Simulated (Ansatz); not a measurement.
Ni3Ge under pressure: fit and missing row

Ni3Ge, Pm-3m, a = 3.533 Å. The structure is a Materials Project entry; whether it is the stable form wasn't checked. Ansatz: r2SCAN, PAW, 500 eV, Γ-centred 12×12×12 mesh on 4 atoms, Gaussian smearing 0.10 eV; no spin polarisation. Cell and atoms are relaxed at each pressure, and no other structure is tried, so the rows at high pressure may lie past a change of phase.

```
V (Å³/atom) P (GPa)
      9.199    60.01
      9.897    30.00
     10.376    15.00
          ?     8.00
     10.871     3.05
     11.021     0.00
     11.181    -2.98
```

Task: Take V0 = 11.021 Å³/atom, fit the third-order Birch–Murnaghan form to the other rows, and predict the missing volume.

Result: With the Eulerian strain f = ½[(V0/V)^(2/3) − 1] and y = P/[3f(1 + 2f)^(5/2)], the form is the line y = B0 + 1.5 B0 (B0′ − 4) f. Rows (f, y): 0.06401, 231.2; 0.03717, 224.9; 0.02051, 220.5; 0.00459, 216.5; -0.00478, 212.9. Means f = 0.02430, y = 221.20; Σ(Δf)² = 0.002991, ΣΔfΔy = 0.7814; the slope is their ratio. y = 214.9 + 261.2 f GPa, so B0 = 214.9 GPa and B0′ = 4 + 2 × (261.2)/(3 × 214.9) = 4.81. P = 8.00 GPa is met at f = 0.01156 (y = 217.92), so V = V0 (1 + 2f)^(−3/2) = 10.650 Å³/atom. The run gave 10.650 Å³/atom, the same to the digits shown.